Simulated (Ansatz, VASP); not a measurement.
## Two plane-wave programs on WS2

INCAR

```
PREC     = Accurate       # precision mode
ENCUT    = 520            # plane-wave cutoff, eV
EDIFF    = 1E-7           # SCF threshold, eV
ISMEAR   = 0              # smearing method
SIGMA    = 0.1            # smearing width, eV
LREAL    = F              # projectors in reciprocal space
LASPH    = T              # aspherical terms in the spheres
NELM     = 100            # most SCF steps
ALGO     = Normal         # electronic algorithm
ISIF     = 2              # what is computed and relaxed
LWAVE    = F              # write WAVECAR
LCHARG   = T              # write CHGCAR
GGA      = PE             # functional
LELF     = T              # ELF
LVHAR    = T            
NBANDS   = 35             # bands
```

KPOINTS

```
regular mesh
0
Gamma
  6 6 1
```

File POSCAR:

```
WS2
1.0
    3.1832084600      0.0000000000      0.0000000000
   -1.5916042300      2.7567393900      0.0000000000
    0.0000000000      0.0000000000     23.6687641100
W S
2 4
Direct
    0.3333333300      0.6666666700      0.6373175400
    0.6666666700      0.3333333300      0.3626824600
    0.3333333300      0.6666666700      0.2968161100
    0.6666666700      0.3333333300      0.5714418300
    0.3333333300      0.6666666700      0.4285581700
    0.6666666700      0.3333333300      0.7031838900
```

Input for Ansatz:

```yaml
crystal:
  lattice:
    - [3.18320846, 0.0, 0.0]
    - [-1.59160423, 2.75673939, 0.0]
    - [0.0, 0.0, 23.66876411]
  atoms:
    - { symbol: W, position: [0.33333333, 0.66666667, 0.63731754] }
    - { symbol: W, position: [0.66666667, 0.33333333, 0.36268246] }
    - { symbol: S, position: [0.33333333, 0.66666667, 0.29681611] }
    - { symbol: S, position: [0.66666667, 0.33333333, 0.57144183] }
    - { symbol: S, position: [0.33333333, 0.66666667, 0.42855817] }
    - { symbol: S, position: [0.66666667, 0.33333333, 0.70318389] }
basis:
  ecutwfc: 420
kpoints:
  mp_grid: { grid: [6, 6, 1] }
hamiltonian:
  xc: pbe
scf:
  occupations: { method: gaussian, width: 0.1 }
  lower_state_search: "off"
output:
  forces: true
  stress: true
  eigenvalues: true
```

Alike in both runs: task single point; functional PBE; k mesh 6 × 6 × 1; occupations gaussian, width 0.1 eV; no spin polarisation.

|  | VASP | Ansatz |
| --- | --- | --- |
| version | VASP 6.6.1 | Ansatz 0.2.0 |
| potentials or method | VASP PAW PBE potentials, release 64 (W_sv, S) | scalar-relativistic, plane waves, PAW |
| plane-wave cutoff (eV) | 520 | 420 |
| valence electrons in the cell | 52 | 52 |

Ansatz gave:

* gap on the k mesh at the Fermi level (eV): 1.47
* least direct gap on the mesh (eV): 1.77
* rms of the force components (eV/Å): 0.120

Which values does VASP return?

gap on the k mesh at the Fermi level (eV): 1.48; least direct gap on the mesh (eV): 1.77; rms of the force components (eV/Å): 0.122.

Atom by atom the forces differ by 0.001 eV/Å (rms over components).

Caveats: spin-orbit coupling is left out, which moves the levels of the heavy elements. PBE gaps usually lie below the measured ones, often by a third to a half.
